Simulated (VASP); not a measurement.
# InP (Fm-3m) in VASP: further runs, part 3 of 7

VASP 6.6.1.

**26. Equation of state, PBEsol, 20.59 Å³/atom**

INCAR

```
PREC     = Accurate       # precision mode
ENCUT    = 300            # plane-wave cutoff, eV
EDIFF    = 1E-6           # SCF threshold, eV
ISMEAR   = 0              # smearing method
SIGMA    = 0.05           # smearing width, eV
LREAL    = F              # projectors in reciprocal space
LASPH    = T              # aspherical terms in the spheres
NELM     = 100            # most SCF steps
ALGO     = Normal         # electronic algorithm
ISIF     = 2              # what is computed and relaxed
LWAVE    = F              # write WAVECAR
LCHARG   = F              # write CHGCAR
GGA      = PS             # functional
ADDGRID  = F
```

KPOINTS

```
Automatic mesh
0
Gamma
  5 5 5
```

POSCAR

```
InP
1.0
    0.0000000000      2.7408640675      2.7408640675
    2.7408640675      0.0000000000      2.7408640675
    2.7408640675      2.7408640675      0.0000000000
In P
1 1
Direct
    0.0000000000      0.0000000000      0.0000000000
    0.5000000000      0.5000000000      0.5000000000
```

On the command line:

```sh
$ cat potpaw_PBE.64/In_d/POTCAR potpaw_PBE.64/P/POTCAR > POTCAR
$ mpirun -np 1 vasp_std > vasp.out
```

Run time: 2 s. Hardware: 1 thread of Intel Xeon 6975P-C (Granite Rapids), shared host; peak memory 0.13 GiB.

The run converged, but some of its settings lie outside the range that counts as converged, so its numbers aren't taken as properties of the crystal.

Results:

| Quantity | Value |
| --- | --- |
| Free energy | -8.7681 eV |
| Pressure | -1.3 GPa |
| Band gap on the k mesh | none (metal or under the smearing width) |

Caveat: the k mesh is coarse (spacing up to 0.40 Å⁻¹), so the values aren't converged; the cutoff is under 1.25 times the usual one of these potentials, so pressure, stress and relaxed cells hold a basis-set (Pulay) error; the PAW data sets were made with another functional, which shifts forces and pressure a little.

**27. Equation of state, PBEsol, 21.86 Å³/atom**

INCAR is that of step 26.

KPOINTS is that of step 26.

POSCAR

```
InP
1.0
    0.0000000000      2.7962499810      2.7962499810
    2.7962499810      0.0000000000      2.7962499810
    2.7962499810      2.7962499810      0.0000000000
In P
1 1
Direct
    0.0000000000      0.0000000000      0.0000000000
    0.5000000000      0.5000000000      0.5000000000
```

Potentials or basis: VASP PAW PBE potentials, release 64 (In_d, P).

On the command line:

```sh
$ cat potpaw_PBE.64/In_d/POTCAR potpaw_PBE.64/P/POTCAR > POTCAR
$ mpirun -np 1 vasp_std > vasp.out
```

It took 2 s on 1 thread of Intel Xeon 6975P-C (Granite Rapids), shared host; peak memory 0.13 GiB.

These settings aren't checked as converged: the numbers below hold their error.

Results:

| Property | Result |
| --- | --- |
| Free energy | -8.7195 eV |
| Pressure | -5.5 GPa |
| Band gap on the k mesh | none (metal or under the smearing width) |

Caveat: the k mesh is coarse (spacing up to 0.39 Å⁻¹), so the values aren't converged; the cutoff is under 1.25 times the usual one of these potentials, so pressure, stress and relaxed cells hold a basis-set (Pulay) error; the PAW data sets were made with another functional, which shifts forces and pressure a little.

**28. Equation of state, PBEsol, 20.59 Å³/atom**

Edit INCAR of step 27 so:

```diff
@@ -1,3 +1,3 @@
 PREC     = Accurate       # precision mode
-ENCUT    = 300            # plane-wave cutoff, eV
+ENCUT    = 500            # plane-wave cutoff, eV
 EDIFF    = 1E-6           # SCF threshold, eV
```

KPOINTS

```
Automatic mesh
0
Gamma
  4 4 4
```

POSCAR

```
InP
1.0
    0.0000000000      2.7408640675      2.7408640675
    2.7408640675      0.0000000000      2.7408640675
    2.7408640675      2.7408640675      0.0000000000
In P
1 1
Direct
    0.0000000000      0.0000000000      0.0000000000
    0.5000000000      0.5000000000      0.5000000000
```

On the command line:

```sh
$ cat potpaw_PBE.64/In_d/POTCAR potpaw_PBE.64/P/POTCAR > POTCAR
$ mpirun -np 1 vasp_std > vasp.out
```

Run time: 2.8 s. Hardware: 1 thread of Intel Xeon 6975P-C (Granite Rapids), shared host; peak memory 0.15 GiB.

These settings aren't checked as converged: the numbers below hold their error.

Results:

```
Free energy            : -8.5103 eV
Pressure               : -0.9 GPa
Band gap on the k mesh : none (metal or under the smearing width)
```

Caveat: the k mesh is coarse (spacing up to 0.50 Å⁻¹), so the values aren't converged; the PAW data sets were made with another functional, which shifts forces and pressure a little.

**29. Equation of state, PBEsol, 21.86 Å³/atom**

INCAR is that of step 28.

KPOINTS is that of step 28.

POSCAR

```
InP
1.0
    0.0000000000      2.7962499810      2.7962499810
    2.7962499810      0.0000000000      2.7962499810
    2.7962499810      2.7962499810      0.0000000000
In P
1 1
Direct
    0.0000000000      0.0000000000      0.0000000000
    0.5000000000      0.5000000000      0.5000000000
```

On the command line:

```sh
$ cat potpaw_PBE.64/In_d/POTCAR potpaw_PBE.64/P/POTCAR > POTCAR
$ mpirun -np 1 vasp_std > vasp.out
```

Wall time 3.3 s (1 thread of Intel Xeon 6975P-C (Granite Rapids), shared host); peak memory 0.16 GiB.

These settings aren't checked as converged: the numbers below hold their error.

Results:

```
Free energy            : -8.4619 eV
Pressure               : -4.7 GPa
Band gap on the k mesh : none (metal or under the smearing width)
```

Caveat: the k mesh is coarse (spacing up to 0.49 Å⁻¹), so the values aren't converged; the PAW data sets were made with another functional, which shifts forces and pressure a little.

**30. Equation of state, PBEsol, 20.59 Å³/atom**

Edit INCAR of step 29 so:

```diff
@@ -1,3 +1,3 @@
 PREC     = Accurate       # precision mode
-ENCUT    = 500            # plane-wave cutoff, eV
+ENCUT    = 350            # plane-wave cutoff, eV
 EDIFF    = 1E-6           # SCF threshold, eV
```

KPOINTS

```
Automatic mesh
0
Gamma
  5 5 5
```

POSCAR

```
InP
1.0
    0.0000000000      2.7408640675      2.7408640675
    2.7408640675      0.0000000000      2.7408640675
    2.7408640675      2.7408640675      0.0000000000
In P
1 1
Direct
    0.0000000000      0.0000000000      0.0000000000
    0.5000000000      0.5000000000      0.5000000000
```

Potentials or basis: VASP PAW PBE potentials, release 64 (In_d, P).

On the command line:

```sh
$ cat potpaw_PBE.64/In_d/POTCAR potpaw_PBE.64/P/POTCAR > POTCAR
$ mpirun -np 1 vasp_std > vasp.out
```

Run time: 2 s. Hardware: 1 thread of Intel Xeon 6975P-C (Granite Rapids), shared host; peak memory 0.13 GiB.

These settings aren't checked as converged: the numbers below hold their error.

Results:

* Free energy: -8.7693 eV
* Pressure: -1.1 GPa
* Band gap on the k mesh: none (metal or under the smearing width)

Caveat: the k mesh is coarse (spacing up to 0.40 Å⁻¹), so the values aren't converged; the PAW data sets were made with another functional, which shifts forces and pressure a little.

**31. Equation of state, PBEsol, 21.86 Å³/atom**

INCAR is that of step 30.

KPOINTS is that of step 30.

POSCAR

```
InP
1.0
    0.0000000000      2.7962499810      2.7962499810
    2.7962499810      0.0000000000      2.7962499810
    2.7962499810      2.7962499810      0.0000000000
In P
1 1
Direct
    0.0000000000      0.0000000000      0.0000000000
    0.5000000000      0.5000000000      0.5000000000
```

On the command line:

```sh
$ cat potpaw_PBE.64/In_d/POTCAR potpaw_PBE.64/P/POTCAR > POTCAR
$ mpirun -np 1 vasp_std > vasp.out
```

Run time: 2 s. Hardware: 1 thread of Intel Xeon 6975P-C (Granite Rapids), shared host; peak memory 0.13 GiB.

These settings aren't checked as converged: the numbers below hold their error.

Results:

| Quantity | Value |
| --- | --- |
| Free energy | -8.7209 eV |
| Pressure | -5.4 GPa |
| Band gap on the k mesh | none (metal or under the smearing width) |

Caveat: the k mesh is coarse (spacing up to 0.39 Å⁻¹), so the values aren't converged; the PAW data sets were made with another functional, which shifts forces and pressure a little.

**32. Equation of state, PBEsol, 20.59 Å³/atom**

Edit INCAR of step 31 so:

```diff
@@ -1,3 +1,3 @@
 PREC     = Accurate       # precision mode
-ENCUT    = 350            # plane-wave cutoff, eV
+ENCUT    = 250            # plane-wave cutoff, eV
 EDIFF    = 1E-6           # SCF threshold, eV
```

KPOINTS

```
Automatic mesh
0
Gamma
  6 6 6
```

POSCAR

```
InP
1.0
    0.0000000000      2.7408640675      2.7408640675
    2.7408640675      0.0000000000      2.7408640675
    2.7408640675      2.7408640675      0.0000000000
In P
1 1
Direct
    0.0000000000      0.0000000000      0.0000000000
    0.5000000000      0.5000000000      0.5000000000
```

On the command line:

```sh
$ cat potpaw_PBE.64/In_d/POTCAR potpaw_PBE.64/P/POTCAR > POTCAR
$ mpirun -np 1 vasp_std > vasp.out
```

It took 2.1 s on 1 thread of Intel Xeon 6975P-C (Granite Rapids), shared host; peak memory 0.12 GiB.

The run converged, but a check on its numbers failed (symmetry, net force, bounds or a known fault of this set-up), so they aren't taken as properties of the crystal.

Caveat: the cutoff lies under the usual one of these potentials, so the numbers hold a large basis-set error; the PAW data sets were made with another functional, which shifts forces and pressure a little.

**33. Equation of state, PBEsol, 21.86 Å³/atom**

INCAR is that of step 32.

KPOINTS is that of step 32.

POSCAR

```
InP
1.0
    0.0000000000      2.7962499810      2.7962499810
    2.7962499810      0.0000000000      2.7962499810
    2.7962499810      2.7962499810      0.0000000000
In P
1 1
Direct
    0.0000000000      0.0000000000      0.0000000000
    0.5000000000      0.5000000000      0.5000000000
```

Potentials or basis: VASP PAW PBE potentials, release 64 (In_d, P).

On the command line:

```sh
$ cat potpaw_PBE.64/In_d/POTCAR potpaw_PBE.64/P/POTCAR > POTCAR
$ mpirun -np 1 vasp_std > vasp.out
```

It took 2.1 s on 1 thread of Intel Xeon 6975P-C (Granite Rapids), shared host; peak memory 0.12 GiB.

The run converged, but a check on its numbers failed (symmetry, net force, bounds or a known fault of this set-up), so they aren't taken as properties of the crystal.

Caveat: the cutoff lies under the usual one of these potentials, so the numbers hold a large basis-set error; the PAW data sets were made with another functional, which shifts forces and pressure a little.

**34. Equation of state, PBEsol, 20.59 Å³/atom**

Edit INCAR of step 33 so:

```diff
@@ -1,3 +1,3 @@
 PREC     = Accurate       # precision mode
-ENCUT    = 250            # plane-wave cutoff, eV
+ENCUT    = 600            # plane-wave cutoff, eV
 EDIFF    = 1E-6           # SCF threshold, eV
```

KPOINTS

```
Automatic mesh
0
Gamma
  4 4 4
```

POSCAR

```
InP
1.0
    0.0000000000      2.7408640675      2.7408640675
    2.7408640675      0.0000000000      2.7408640675
    2.7408640675      2.7408640675      0.0000000000
In P
1 1
Direct
    0.0000000000      0.0000000000      0.0000000000
    0.5000000000      0.5000000000      0.5000000000
```

On the command line:

```sh
$ cat potpaw_PBE.64/In_d/POTCAR potpaw_PBE.64/P/POTCAR > POTCAR
$ mpirun -np 1 vasp_std > vasp.out
```

It took 3 s on 1 thread of Intel Xeon 6975P-C (Granite Rapids), shared host; peak memory 0.16 GiB.

These settings aren't checked as converged: the numbers below hold their error.

Results:

| Property | Result |
| --- | --- |
| Free energy | -8.5108 eV |
| Pressure | -0.9 GPa |
| Band gap on the k mesh | none (metal or under the smearing width) |

Caveat: the k mesh is coarse (spacing up to 0.50 Å⁻¹), so the values aren't converged; the PAW data sets were made with another functional, which shifts forces and pressure a little.

**35. Equation of state, PBEsol, 21.86 Å³/atom**

INCAR is that of step 34.

KPOINTS is that of step 34.

POSCAR

```
InP
1.0
    0.0000000000      2.7962499810      2.7962499810
    2.7962499810      0.0000000000      2.7962499810
    2.7962499810      2.7962499810      0.0000000000
In P
1 1
Direct
    0.0000000000      0.0000000000      0.0000000000
    0.5000000000      0.5000000000      0.5000000000
```

On the command line:

```sh
$ cat potpaw_PBE.64/In_d/POTCAR potpaw_PBE.64/P/POTCAR > POTCAR
$ mpirun -np 1 vasp_std > vasp.out
```

It took 3 s on 1 thread of Intel Xeon 6975P-C (Granite Rapids), shared host; peak memory 0.17 GiB.

These settings aren't checked as converged: the numbers below hold their error.

What came out:

```yaml
Free_energy: -8.4624 eV
Pressure: -4.7 GPa
Band_gap_on_the_k_mesh: none (metal or under the smearing width)
```

Caveat: the k mesh is coarse (spacing up to 0.49 Å⁻¹), so the values aren't converged; the PAW data sets were made with another functional, which shifts forces and pressure a little.

**36. Equation of state, PBEsol, 20.59 Å³/atom**

Edit INCAR of step 35 so:

```diff
@@ -1,3 +1,3 @@
 PREC     = Accurate       # precision mode
-ENCUT    = 600            # plane-wave cutoff, eV
+ENCUT    = 400            # plane-wave cutoff, eV
 EDIFF    = 1E-6           # SCF threshold, eV
```

KPOINTS

```
Automatic mesh
0
Gamma
  5 5 5
```

POSCAR

```
InP
1.0
    0.0000000000      2.7408640675      2.7408640675
    2.7408640675      0.0000000000      2.7408640675
    2.7408640675      2.7408640675      0.0000000000
In P
1 1
Direct
    0.0000000000      0.0000000000      0.0000000000
    0.5000000000      0.5000000000      0.5000000000
```

Potentials or basis: VASP PAW PBE potentials, release 64 (In_d, P).

On the command line:

```sh
$ cat potpaw_PBE.64/In_d/POTCAR potpaw_PBE.64/P/POTCAR > POTCAR
$ mpirun -np 1 vasp_std > vasp.out
```

It took 2.9 s on 1 thread of Intel Xeon 6975P-C (Granite Rapids), shared host; peak memory 0.15 GiB.

These settings aren't checked as converged: the numbers below hold their error.

Results:

```
Free energy            : -8.7708 eV
Pressure               : -0.9 GPa
Band gap on the k mesh : none (metal or under the smearing width)
```

Caveat: the k mesh is coarse (spacing up to 0.40 Å⁻¹), so the values aren't converged; the PAW data sets were made with another functional, which shifts forces and pressure a little.

**37. Equation of state, PBEsol, 21.86 Å³/atom**

INCAR is that of step 36.

KPOINTS is that of step 36.

POSCAR

```
InP
1.0
    0.0000000000      2.7962499810      2.7962499810
    2.7962499810      0.0000000000      2.7962499810
    2.7962499810      2.7962499810      0.0000000000
In P
1 1
Direct
    0.0000000000      0.0000000000      0.0000000000
    0.5000000000      0.5000000000      0.5000000000
```

On the command line:

```sh
$ cat potpaw_PBE.64/In_d/POTCAR potpaw_PBE.64/P/POTCAR > POTCAR
$ mpirun -np 1 vasp_std > vasp.out
```

Run time: 2.9 s. Hardware: 1 thread of Intel Xeon 6975P-C (Granite Rapids), shared host; peak memory 0.14 GiB.

The run converged, but some of its settings lie outside the range that counts as converged, so its numbers aren't taken as properties of the crystal.

Results:

```yaml
Free_energy: -8.7225 eV
Pressure: -5.1 GPa
Band_gap_on_the_k_mesh: none (metal or under the smearing width)
```

Caveat: the k mesh is coarse (spacing up to 0.39 Å⁻¹), so the values aren't converged; the PAW data sets were made with another functional, which shifts forces and pressure a little.

**38. Equation of state, PBEsol, 20.59 Å³/atom**

Edit INCAR of step 37 so:

```diff
@@ -4,3 +4,3 @@
 ISMEAR   = 0              # smearing method
-SIGMA    = 0.05           # smearing width, eV
+SIGMA    = 0.5            # smearing width, eV
 LREAL    = F              # projectors in reciprocal space
```

KPOINTS is that of step 37.

POSCAR

```
InP
1.0
    0.0000000000      2.7408640675      2.7408640675
    2.7408640675      0.0000000000      2.7408640675
    2.7408640675      2.7408640675      0.0000000000
In P
1 1
Direct
    0.0000000000      0.0000000000      0.0000000000
    0.5000000000      0.5000000000      0.5000000000
```

On the command line:

```sh
$ cat potpaw_PBE.64/In_d/POTCAR potpaw_PBE.64/P/POTCAR > POTCAR
$ mpirun -np 1 vasp_std > vasp.out
```

Run time: 3 s. Hardware: 1 thread of Intel Xeon 6975P-C (Granite Rapids), shared host; peak memory 0.15 GiB.

The run converged, but some of its settings lie outside the range that counts as converged, so its numbers aren't taken as properties of the crystal.

Results:

- Free energy: -8.8297 eV
- Pressure: -0.7 GPa
- Band gap on the k mesh: none (metal or under the smearing width)

Caveat: the k mesh is coarse (spacing up to 0.40 Å⁻¹), so the values aren't converged; the PAW data sets were made with another functional, which shifts forces and pressure a little.

**39. Equation of state, PBEsol, 21.86 Å³/atom**

INCAR is that of step 38.

KPOINTS is that of step 38.

POSCAR

```
InP
1.0
    0.0000000000      2.7962499810      2.7962499810
    2.7962499810      0.0000000000      2.7962499810
    2.7962499810      2.7962499810      0.0000000000
In P
1 1
Direct
    0.0000000000      0.0000000000      0.0000000000
    0.5000000000      0.5000000000      0.5000000000
```

Potentials or basis: VASP PAW PBE potentials, release 64 (In_d, P).

On the command line:

```sh
$ cat potpaw_PBE.64/In_d/POTCAR potpaw_PBE.64/P/POTCAR > POTCAR
$ mpirun -np 1 vasp_std > vasp.out
```

It took 2.9 s on 1 thread of Intel Xeon 6975P-C (Granite Rapids), shared host; peak memory 0.15 GiB.

The run converged, but some of its settings lie outside the range that counts as converged, so its numbers aren't taken as properties of the crystal.

Results:

```
Free energy            : -8.7859 eV
Pressure               : -4.7 GPa
Band gap on the k mesh : none (metal or under the smearing width)
```

Caveat: the k mesh is coarse (spacing up to 0.39 Å⁻¹), so the values aren't converged; the PAW data sets were made with another functional, which shifts forces and pressure a little.

**40. Equation of state, PBEsol, 20.59 Å³/atom**

Edit INCAR of step 39 so:

```diff
@@ -4,3 +4,3 @@
 ISMEAR   = 0              # smearing method
-SIGMA    = 0.5            # smearing width, eV
+SIGMA    = 0.2            # smearing width, eV
 LREAL    = F              # projectors in reciprocal space
```

KPOINTS is that of step 39.

POSCAR

```
InP
1.0
    0.0000000000      2.7408640675      2.7408640675
    2.7408640675      0.0000000000      2.7408640675
    2.7408640675      2.7408640675      0.0000000000
In P
1 1
Direct
    0.0000000000      0.0000000000      0.0000000000
    0.5000000000      0.5000000000      0.5000000000
```

On the command line:

```sh
$ cat potpaw_PBE.64/In_d/POTCAR potpaw_PBE.64/P/POTCAR > POTCAR
$ mpirun -np 1 vasp_std > vasp.out
```

Wall time 2.9 s (1 thread of Intel Xeon 6975P-C (Granite Rapids), shared host); peak memory 0.14 GiB.

The run converged, but some of its settings lie outside the range that counts as converged, so its numbers aren't taken as properties of the crystal.

What came out:

```yaml
Free_energy: -8.7826 eV
Pressure: -0.8 GPa
Band_gap_on_the_k_mesh: none (metal or under the smearing width)
```

Caveat: the k mesh is coarse (spacing up to 0.40 Å⁻¹), so the values aren't converged; the PAW data sets were made with another functional, which shifts forces and pressure a little.

**41. Equation of state, PBEsol, 21.86 Å³/atom**

INCAR is that of step 40.

KPOINTS is that of step 40.

POSCAR

```
InP
1.0
    0.0000000000      2.7962499810      2.7962499810
    2.7962499810      0.0000000000      2.7962499810
    2.7962499810      2.7962499810      0.0000000000
In P
1 1
Direct
    0.0000000000      0.0000000000      0.0000000000
    0.5000000000      0.5000000000      0.5000000000
```

On the command line:

```sh
$ cat potpaw_PBE.64/In_d/POTCAR potpaw_PBE.64/P/POTCAR > POTCAR
$ mpirun -np 1 vasp_std > vasp.out
```

Wall time 3 s (1 thread of Intel Xeon 6975P-C (Granite Rapids), shared host); peak memory 0.15 GiB.

These settings aren't checked as converged: the numbers below hold their error.

What came out:

```
Free energy            : -8.7349 eV
Pressure               : -5.0 GPa
Band gap on the k mesh : none (metal or under the smearing width)
```

Caveat: the k mesh is coarse (spacing up to 0.39 Å⁻¹), so the values aren't converged; the PAW data sets were made with another functional, which shifts forces and pressure a little.

**42. Equation of state, PBEsol, 20.59 Å³/atom**

Edit INCAR of step 41 so:

```diff
@@ -4,3 +4,3 @@
 ISMEAR   = 0              # smearing method
-SIGMA    = 0.2            # smearing width, eV
+SIGMA    = 0.01           # smearing width, eV
 LREAL    = F              # projectors in reciprocal space
```

KPOINTS is that of step 41.

POSCAR

```
InP
1.0
    0.0000000000      2.7408640675      2.7408640675
    2.7408640675      0.0000000000      2.7408640675
    2.7408640675      2.7408640675      0.0000000000
In P
1 1
Direct
    0.0000000000      0.0000000000      0.0000000000
    0.5000000000      0.5000000000      0.5000000000
```

Potentials or basis: VASP PAW PBE potentials, release 64 (In_d, P).

On the command line:

```sh
$ cat potpaw_PBE.64/In_d/POTCAR potpaw_PBE.64/P/POTCAR > POTCAR
$ mpirun -np 1 vasp_std > vasp.out
```

Wall time 2.9 s (1 thread of Intel Xeon 6975P-C (Granite Rapids), shared host); peak memory 0.14 GiB.

These settings aren't checked as converged: the numbers below hold their error.

Results:

```yaml
Free_energy: -8.7680 eV
Pressure: -0.9 GPa
Band_gap_on_the_k_mesh: none (metal or under the smearing width)
```

Caveat: the k mesh is coarse (spacing up to 0.40 Å⁻¹), so the values aren't converged; the PAW data sets were made with another functional, which shifts forces and pressure a little.

[end of part 3 of 7]
